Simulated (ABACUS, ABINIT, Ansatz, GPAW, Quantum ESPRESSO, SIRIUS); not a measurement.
Ta: 6 runs at one level of theory

```
Ta
1.0
     0.00000    2.11000    2.11000
     2.11000    0.00000    2.11000
     2.11000    2.11000    0.00000
Ta
1
Direct
  0.00000 0.00000 0.00000
```

This isn't the form of Ta at room conditions, which is bcc.

Alike in all runs: task single point; functional PBEsol; k mesh 11 × 11 × 11; occupations fermi-dirac, width 0.05 eV; no spin polarisation; no spin-orbit coupling. Pressure is positive in compression and, in plane waves, holds the error of the finite cutoff.

| program and potentials | plane-wave cutoff (eV) | notes | pressure (GPa) |
| --- | --- | --- | --- |
| Ansatz, all-electron LAPW, scalar-relativistic | - | - | -5.59 |
| GPAW, PAW data sets generated for this functional | 600 | - | -5.41 |
| SIRIUS, PseudoDojo 0.4.1 PBEsol standard (scalar relativistic) | 807 | - | -5.47 |
| ABINIT, PseudoDojo NC SR PBEsol v0.4.1 standard | 789 | - | -5.47 |
| Quantum ESPRESSO, GBRV 1.5 PBEsol | 762 | - | -5.77 |
| ABACUS, PseudoDojo NC SR 0.4.1 PBEsol standard, plane waves | 789 | - | -5.48 |

The pressure spans -5.77 (Quantum ESPRESSO, GBRV 1.5 PBEsol) to -5.41 GPa (GPAW, PAW data sets generated for this functional), with all-electron results at -5.59.

Differences between rows come from potentials, basis sets and numerical settings, since the functional is the same but for its coding. Runs on potential files found faulty are left out.
